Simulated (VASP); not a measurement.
Cu, 1 atom in the cell. The structure is cubic, space group Fm-3m (No. 225). Conventional cell: a = 3.523 Å, b = 3.523 Å, c = 3.523 Å, α = 90.00°, β = 90.00°, γ = 90.00°. Cu (site symmetry m-3m) is surrounded by 12 Cu at 2.49 Å. 

```yaml
Program: VASP 6.6.1
Task: relaxation of cell and atoms
Functional: LDA
Potentials_or_basis: VASP PAW LDA potentials, release 64 (Cu)
Cutoff: 350 eV
k_mesh: 10 × 10 × 10
Occupations: gaussian, width 0.1 eV
Spin: no spin polarisation
Further_INCAR_settings: ALGO = Fast; EDIFF = 1e-07; IBRION = 2; EDIFFG = -0.002; NSW = 80; ISIF = 3
```

Potentials or basis: VASP PAW LDA potentials, release 64 (Cu).

Launch:

```bash
$ cat potpaw_LDA.64/Cu/POTCAR > POTCAR
$ mpirun -np 1 vasp_std > vasp.out
```

Hardware: 1 thread of Intel(R) Xeon(R) 6975P-C (Granite Rapids), with other jobs on the host.

Estimate the wall time of this run.

Run time: 4.2 s on 1 thread of Intel(R) Xeon(R) 6975P-C (Granite Rapids), on a shared host, peak memory 0.1 GiB. Counts: scf iterations 48, k points 47, ion steps 7.
